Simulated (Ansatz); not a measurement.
**Mg3Sb2: levels and charges under dearer methods**

A database entry relaxed whole under r2SCAN at zero pressure (P-3m1, No. 164):

```
Mg Sb
1.0
     4.57151    0.00000    0.00000
    -2.28575    3.95904    0.00000
     0.00000    0.00000    7.24490
Mg Sb
3 2
Direct
  0.33333 0.66667 0.63351
  0.66667 0.33333 0.36649
  0.00000 0.00000 0.00000
  0.33333 0.66667 0.22868
  0.66667 0.33333 0.77132
```

Its volume is 26.22 Å³ an atom, -0.4 % against the entry's 26.34, which is old or was flagged in a check.

Single points on this cell with plane-wave PAW DFT (Ansatz 0.2.0; r2SCAN 500 eV, hybrids 420 eV; fermi-dirac occupations of width 0.020 eV; no moments): r2SCAN on a 6×6×4 Γ-centred mesh; r2SCAN with spin-orbit coupling on a 6×6×4 Γ-centred mesh; HSE06 on a 6×6×4 Γ-centred mesh; PBE0 on a 6×6×4 Γ-centred mesh.

**Question.** How do gap, pressure and charges move from level to level?

**Answer.** The runs give:

```csv
level,"gap (eV), or kind",pressure (GPa),Bader charge of Mg (e),Bader charge of Sb (e)
r2SCAN,0.60,0.0,+1.58,-2.36
r2SCAN with spin-orbit coupling,0.49,0.0,+1.58,-2.36
HSE06,0.68,-0.2,+1.55,-2.32
PBE0,1.27,-0.3,+1.55,-2.33
```

Under r2SCAN the gap is 0.60 eV, over mesh and band path. HSE06 moves it by +0.07 eV and PBE0 by +0.66 eV; PBE0 keeps its exact exchange at long range, which widens the gap over HSE06's by 0.59 eV on their common mesh. Spin-orbit coupling moves the r2SCAN gap by -0.11 eV, which the hybrid values lack.

Caveats: the relaxation kept the start's symmetry; HSE06 is read on its mesh and at the zone's corners, PBE0 on its mesh alone; hybrid pressures are good to a few tenths of a GPa; pressure is positive in compression.
